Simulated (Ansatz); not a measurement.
# HfO2: two-dimensional strain map

All numbers below come from DFT PBE, scalar-relativistic, plane waves, PAW (Ansatz 0.2.0). Settings: plane waves to 420 eV, k-mesh 8×8×8 (Γ-centred), Gaussian smearing 0.05 eV. Spin–orbit coupling is left out, which matters for the heavy elements here. No spin polarisation. Energies are free energies at this smearing, counted from the undisturbed cell; pressure is positive in compression.

The starting cell (relaxed at this level; this fluorite-type form isn't the usual structure):

```
CELL_PARAMETERS angstrom
0.00000 2.54881 2.54881
2.54881 0.00000 2.54881
2.54881 2.54881 0.00000
ATOMIC_POSITIONS crystal
Hf 0.00000 0.00000 0.00000
O 0.25000 0.25000 0.25000
O 0.75000 0.75000 0.75000
```

The cell is strained by p along both x and y and by q along z, fractional coordinates fixed. Points are written (p, q).

Energy above the undisturbed cell in meV/atom (a dash: not computed):

| p \ q | -0.050 | -0.025 | 0.000 | 0.025 | 0.050 |
| --- | --- | --- | --- | --- | --- |
| -0.050 | 224.7 | 159.4 | 124.1 | 115.7 | 131.7 |
| -0.025 | 102.0 | 51.7 | 29.2 | 32.0 | 57.4 |
| 0.000 | 50.7 | 12.2 | 0.0 | 11.3 | 43.9 |
| 0.025 | 59.6 | 30.4 | 26.1 | 44.0 | 81.9 |
| 0.050 | 119.4 | 97.3 | 98.9 | 121.6 | 163.0 |

Pressure in GPa:

```
 p \ q  -0.050  -0.025  0.000  0.025  0.050
-0.050    52.3    41.2   31.4   22.7   15.1
-0.025    31.1    21.9   13.9    6.8    0.6
 0.000    14.2     6.6    0.0   -5.7  -10.7
 0.025     0.7    -5.5  -10.9  -15.6  -19.6
 0.050    -9.9   -15.0  -19.4  -23.2  -26.4
```

Gap on the k-mesh in eV:

```csv
p \ q,-0.050,-0.025,0.000,0.025,0.050
-0.050,4.10,3.78,3.38,2.94,2.50
-0.025,3.68,3.93,3.68,3.30,2.89
0.000,3.25,3.58,3.75,3.54,3.19
0.025,2.84,3.17,3.43,3.56,3.39
0.050,2.45,2.78,3.06,3.27,3.37
```